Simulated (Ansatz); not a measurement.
## Electric field gradients in HfS$_{2}$

Computed with Ansatz, DFT PBEsol, scalar-relativistic, plane waves, PAW. Plane waves to 420 eV; Γ-centred k mesh 12×12×6; fixed occupations. No spin polarisation.

Relaxed structure:
```xyz
3
Lattice="3.5924 0.0000 0.0000 -1.7962 3.1111 0.0000 0.0000 0.0000 5.9459" Properties=species:S:1:pos:R:3 pbc="T T T"
Hf    0.0000    0.0000    0.0000
S     1.7962    1.0370    4.4964
S     0.0000    2.0741    1.4495
```

The crystal is built of layers and no dispersion correction was added, so the binding between them is poorly described, and with it their spacing and whatever depends on it. Spin–orbit coupling is left out, which matters for gradients at heavy nuclei.

Question: Give V_zz (10²¹ V/m²) and the asymmetry η at each distinct site.

Answer:
| atom | V_zz | η |
| --- | --- | --- |
| Hf (atom 1) | -3.67 | 0.00 |
| S (atom 2) | -0.248 | 0.00 |

Cost: 1 run of about 0.12 core-minutes, on Arm Neoverse V2 (shared hosts).